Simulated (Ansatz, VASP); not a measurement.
# Cross-check of BP between VASP and Ansatz, part 2 of 2

Wanted: the spread between two codes on one cell, functional and k mesh. The structure shown is the start of the Ansatz relaxation below; VASP solves that cell, so the two are compared at the walk's first step.

VASP 6.6.1 and Ansatz 0.2.0.

So far. Step 3 (VASP: single point, LDA, start cell, pair 1): The run ends at a pressure of 3.17 GPa, with forces up to 0.091 eV/Å.

## 7. VASP: single point, LDA, start cell, pair 2

Level of this step: LDA; plane waves and PAW (B, P) (VASP).

The same cell, functional (in two slightly different forms), mesh and smearing now go to VASP, with its own data sets.

Input file INCAR:

```
SYSTEM = BP
PREC = Accurate
ENCUT = 420
EDIFF = 1E-06
NELM = 120
ISMEAR = 0
SIGMA = 0.02
LREAL = .FALSE.
ALGO = Normal
GGA = CA
NBANDS = 10
LORBIT = 11
LWAVE = .FALSE.
LCHARG = .FALSE.
ISIF = 2
LASPH = .TRUE.
GGA_COMPAT = .FALSE.
EFERMI = MIDGAP
KPAR = 2
```

Input file POSCAR:

```
BP
1.0
   -0.0455290000      2.2010090000      2.2606510000
    2.2010090000     -0.0455290000      2.2606510000
    2.1554800000      2.1554800000      0.0000000000
B P
1 1
Direct
    0.0014997892      0.0014997892      0.9985002108
    0.7485003214      0.7485003214      0.7514992147
```

Input file KPOINTS:

```
Automatic mesh
0
Gamma
12 12 12
0 0 0
```

PAW data sets: B and P (LDA family, release 64).

Launch:

```console
> mpirun -np 2 vasp_std
```

Numbers of over 12 decimals in the logs are rounded to 6 here.

What it wrote:

```text
[... set-up lines as in an earlier step ...]
 entering main loop
       N       E                     dE             d eps       ncg     rms          rms(c)
DAV:   1     0.473579218780E+01    0.47358E+01   -0.36072E+03  5616   0.612E+02
DAV:   2    -0.148727620961E+02   -0.19609E+02   -0.18670E+02  7810   0.102E+02
DAV:   3    -0.153350250906E+02   -0.46226E+00   -0.46130E+00  6844   0.144E+01
DAV:   4    -0.153368307458E+02   -0.18057E-02   -0.18055E-02  6826   0.105E+00
[...]
DAV:  10    -0.143506293203E+02    0.78616E-05   -0.14832E-04  6194   0.727E-02    0.352E-02
DAV:  11    -0.143506309533E+02   -0.16330E-05   -0.61307E-06  6786   0.146E-02    0.372E-02
DAV:  12    -0.143506307561E+02    0.19722E-06   -0.14611E-06  3230   0.590E-03
   1 F= -.14350631E+02 E0= -.14350631E+02  d E =-.138938-132
```

Parts of OUTCAR (step 7):

```text
  Total        1.2325110      1.2325110      0.1167664      1.2502433      0.0000000      0.0000000
  in kB       90.1945089     90.1945089      8.5449037     91.4921539      0.0000000      0.0000000
  external PRESSURE =      62.9779738 kB  Pullay stress =       0.0000000 kB

 POSITION                                       TOTAL-FORCE (eV/Angst)
 -----------------------------------------------------------------------------------
      2.15548      2.15548      0.00678         0.000000      0.000000      0.103454
      3.23322      3.23322      3.38420        -0.000000     -0.000000     -0.103454
 -----------------------------------------------------------------------------------
    total drift:                                0.000189      0.000189     -0.000044

  FREE ENERGIE OF THE ION-ELECTRON SYSTEM (eV)
  ---------------------------------------------------
  free  energy   TOTEN  =       -14.3506307561 eV

  energy  without entropy=      -14.3506307561  energy(sigma->0) =      -14.35063076

[... 1 part as in an earlier step ...]

[... 2 further parts left out ...]
[key lines of the parts left out:]
E-fermi :   8.8462
```

The run ends at a pressure of 6.30 GPa, with forces up to 0.10 eV/Å.

## 8. Comparison

Forces (eV/Å; atoms numbered as in POSCAR):

```tsv
atom	Ansatz x, y, z	VASP x, y, z
B1	0.000, 0.000, 0.107	0.000, 0.000, 0.103
P2	0.000, 0.000, -0.107	0.000, 0.000, -0.103
```

The forces differ by 1.9 meV/Å r.m.s., which is 3.1 % of the r.m.s. force of 0.060 eV/Å (both taken over all components).

## 9. Other set-ups

Further runs change the set-up of one program: Ansatz's method, potentials or start, or VASP's data sets, cutoff or form of LDA. The table gives that difference for each run.

```tsv
run	r.m.s. force difference (meV/Å)
as above	1.9
VASP with a cutoff of 500 eV (perhaps on Ansatz's relaxed cell)	1.7
```

## 10. Ansatz: relaxation, LDA

The two programs are compared at the cell with which this relaxation starts, whose forces are those of its first step. The cell compared in this pair holds 22.07 Å³, against 21.89 Å³ for the pair before.

The structure compared here is the start of the Ansatz relaxation; VASP solves that cell, so the two are compared at the walk's first step.

Input file input.yaml:

```yaml
crystal:
  lattice:
    - [-0.0340850766, 2.2120175454, 2.2555621838]
    - [2.2120175454, -0.0340850766, 2.2555621838]
    - [2.1779324688, 2.1779324688, 0.0]
  atoms:
    - { symbol: B, position: [0.0009800498, 0.0009800498, -0.0009800498] }
    - { symbol: P, position: [0.7490199502, 0.7490199502, 0.7509800498] }
  conventional_axes: [[0, 0, 1], [1, -1, 0], [1, 1, -1]]
kpoints:
  mp_grid: { grid: [12, 12, 12] }
hamiltonian:
  xc: lda
  pseudopotentials: { kind: paw, azcp: { folder: soft_1 }, xc_functional: pbe }
scf:
  occupations: { method: gaussian, width: 0.02 }
output:
  forces: true
  stress: true
  eigenvalues: true
relax:
  adjacent_minimum: "off"
  f_tol: 0.001
  max_steps: 60
  cell: { stress_tol: 0.01, fix: [a, angles] }
```

Launch:

```console
> ansatz run input.yaml --threads 4 --pin off --max-ram 10240MiB --backend cpu --events-out ev --progress --plain --runs-dir out
```

What it wrote:

```text
[...]
Crystal: 2 atoms, lattice volume = 22.068 Å³
Basis set: ecut = 420 eV, 427 PW (Γ)
Bands: 8, of which v1, the nominal top of the filled ones, is band 4 counted from 1 (3 counted from 0)
Symmetry: 4 space group operations
[...]
k-points: 280 of 1728 (time reversal used)
[...]
--- Band table (eV; the first three rows and the last of 280) ---
[...]
--- Relaxed structure (5 steps of the walk, 5 accepted, 1 SCFs on fresh bases) ---
[...]
cell:  # Å, volume = 22.1219 Å³
    - [-0.034303, 2.212235, 2.260651]
    - [2.212235, -0.034303, 2.260651]
    - [2.1779324688, 2.1779324688, 4.837646549494603e-19]
  atoms:
    - { symbol: B, position: [0.00149989, 0.00149989, -0.00149989] }
    - { symbol: P, position: [0.748500, 0.748500, 0.751500] }
[key lines of the parts left out:]
SCF converged after 5 iterations
Free energy (F): -876.610716 eV
Fermi energy:    10.425583 eV
P = ⅓ Tr σ = 4.2938 GPa (42.938 kbar)
```

## 11. VASP: single point, LDA, start cell, pair 3

The same cell, functional (in two slightly different forms), mesh and smearing now go to VASP, with its own data sets.

INCAR is that of step 7.

Input file POSCAR:

```
BP
1.0
   -0.0340850000      2.2120180000      2.2555620000
    2.2120180000     -0.0340850000      2.2555620000
    2.1779320000      2.1779320000      0.0000000000
B P
1 1
Direct
    0.0009800218      0.0009800218      0.9990199777
    0.7490199782      0.7490199782      0.7509801371
```

KPOINTS is that of step 7.

Launch:

```console
> mpirun -np 2 vasp_std
```

What it wrote:

```text
[... set-up lines as in an earlier step ...]
 entering main loop
       N       E                     dE             d eps       ncg     rms          rms(c)
DAV:   1     0.493515908824E+01    0.49352E+01   -0.36155E+03  5608   0.612E+02
DAV:   2    -0.148941616519E+02   -0.19829E+02   -0.18916E+02  7904   0.102E+02
DAV:   3    -0.153357050343E+02   -0.44154E+00   -0.44081E+00  6976   0.143E+01
DAV:   4    -0.153373704120E+02   -0.16654E-02   -0.16652E-02  6782   0.977E-01
[...]
DAV:  10    -0.143723226260E+02    0.62792E-05   -0.14432E-04  6210   0.716E-02    0.351E-02
DAV:  11    -0.143723243858E+02   -0.17597E-05   -0.60985E-06  6768   0.142E-02    0.378E-02
DAV:  12    -0.143723241405E+02    0.24528E-06   -0.16247E-06  3240   0.608E-03
   1 F= -.14372324E+02 E0= -.14372324E+02  d E =0.000000E+00
```

Parts of OUTCAR (step 11):

```text
  Total        0.9127678      0.9127678      0.1142237      0.9269885      0.0000000      0.0000000
  in kB       66.2692630     66.2692630      8.2929280     67.3017197      0.0000018      0.0000018
  external PRESSURE =      46.9438180 kB  Pullay stress =       0.0000000 kB

 POSITION                                       TOTAL-FORCE (eV/Angst)
 -----------------------------------------------------------------------------------
      2.17793      2.17793      0.00442         0.000000      0.000000      0.097082
      3.26690      3.26690      3.37892        -0.000000     -0.000000     -0.097082
 -----------------------------------------------------------------------------------
    total drift:                               -0.000055     -0.000055     -0.000029

  FREE ENERGIE OF THE ION-ELECTRON SYSTEM (eV)
  ---------------------------------------------------
  free  energy   TOTEN  =       -14.3723241405 eV

  energy  without entropy=      -14.3723241405  energy(sigma->0) =      -14.37232414

[... 1 part as in an earlier step ...]

[... 2 further parts left out ...]
[key lines of the parts left out:]
E-fermi :   8.7177
```

The run ends at a pressure of 4.69 GPa, with forces up to 0.097 eV/Å.

## 12. Side by side

Forces (eV/Å; atoms numbered as in POSCAR):

```tsv
atom	Ansatz x, y, z	VASP x, y, z
B1	0.000, 0.000, 0.100	0.000, 0.000, 0.097
P2	0.000, 0.000, -0.100	0.000, 0.000, -0.097
```

The forces differ by 1.4 meV/Å r.m.s., which is 2.6 % of the r.m.s. force of 0.056 eV/Å (both taken over all components).

## 13. What the set-up changes

Further runs change the set-up of one program: Ansatz's method, potentials or start, or VASP's data sets, cutoff or form of LDA. The table gives that difference for each run.

```tsv
run	r.m.s. force difference (meV/Å)
as above	1.4
VASP with a cutoff of 500 eV (perhaps on Ansatz's relaxed cell)	1.3
```

## 14. What came out

| Quantity | Value |
| --- | --- |
| r.m.s. force difference (single point, LDA, start cell, pair 1) | 1.0 meV/Å |
| r.m.s. force difference (single point, LDA, start cell, pair 2) | 1.9 meV/Å |
| r.m.s. force difference (single point, LDA, start cell, pair 3) | 1.4 meV/Å |

In words: The r.m.s. force difference is 1.9 meV/Å (single point, LDA, start cell, pair 2), within the 12 meV/Å picked in this series as the mark of a large difference. 10 further runs of this series are not shown here. Such differences can come from data sets, numerical settings and the points named under the comparisons, not from the functional's error against experiment.

[Lines on the potential files, build, host, timing and source positions are cut from VASP's logs without a mark.]

[Logs are printed without paths, hosts, clocks, repeated set-up lines and the standing remarks that a program may print on its own settings, such as how far it seeks lower states.]

[Hosts, paths, dates, database ids (printed as entryN), source tags and the programs' standing remarks are cut or masked in the printed files.]

[Rows of further runs with another cutoff or data set may stand on the cell that Ansatz relaxed, not on the start cell of the pair above them.]
